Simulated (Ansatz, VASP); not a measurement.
# Mg: VASP beside Ansatz

```
Mg
1.0
     3.17458    0.00000    0.00000
    -1.58729    2.74926    0.00000
     0.00000    0.00000    5.15552
Mg
2
Direct
  0.33333 0.66667 0.25000
  0.66667 0.33333 0.75000
```

Alike in both runs: functional PBEsol; k mesh 21 × 21 × 12; occupations methfessel-paxton of order 1, width 0.1 eV; no spin polarisation.

Ansatz relaxed the structure, and its values are those at the end. VASP's run is a single point on that final structure, the one shown.

|  | VASP | Ansatz |
| --- | --- | --- |
| version | VASP 6.6.1 | Ansatz 0.2.0 |
| potentials or method | VASP PAW PBE potentials, release 64 (Mg) | scalar-relativistic, plane waves, PAW |
| plane-wave cutoff (eV) | 520 | 420 |
| valence electrons in the cell | 4 | 20 |

|  | VASP | Ansatz | Ansatz less VASP |
| --- | --- | --- | --- |
| gap on the k mesh at the Fermi level (eV) | none | none | - |
| pressure (GPa) | 0.0 | 0.0 | +0.05 |

A gap of «none» marks a metal or a gap that the smearing closes. The functional is the same, so the differences come from potentials, cutoffs and numerics. The two sets of potentials don't hold the same shells in valence.

Caveats: the PAW data sets were made with another functional, which shifts forces and pressure a little (VASP).
